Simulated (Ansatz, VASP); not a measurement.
## BN in VASP and in Ansatz

```
B N
1.0
     0.00000    1.83129    1.83129
     1.83129    0.00000    1.83129
     1.83129    1.83129    0.00000
B N
1 1
Direct
  0.00000 0.00000 0.00000
  0.75000 0.75000 0.75000
```

Change from the starting cell: volume scaled by 1.04, crystal datasets.

Alike in both runs: task electric field gradients; functional LDA; k mesh 11 × 11 × 11; occupations fermi-dirac, width 0.02 eV; no spin polarisation.

|  | VASP | Ansatz |
| --- | --- | --- |
| version | VASP 6.6.1 | Ansatz 0.2.0 |
| potentials or method | VASP PAW LDA potentials, release 64 (B, N), cutoff 520 eV | all-electron PAW with datasets made for the crystal, scalar-relativistic |

|  | VASP | Ansatz | Ansatz less VASP |
| --- | --- | --- | --- |
| gap on the k mesh at the Fermi level (eV) | 4.40 | 4.40 | +0.008 |
| pressure (GPa) | -23.4 | -24.0 | -0.63 |
| Vzz of the field gradient on the site that differs most (V/Å²) | 0.0 | 0.0 | 0.00 |

Ansatz ran all-electron here, so the differences hold the error of VASP's frozen core and of both bases.

Caveats: so large a pressure means that the cell lies far from this level's equilibrium, or that cutoff or potentials fall short (VASP); an odd mesh through Γ misses points on the zone boundary, where band edges often lie.
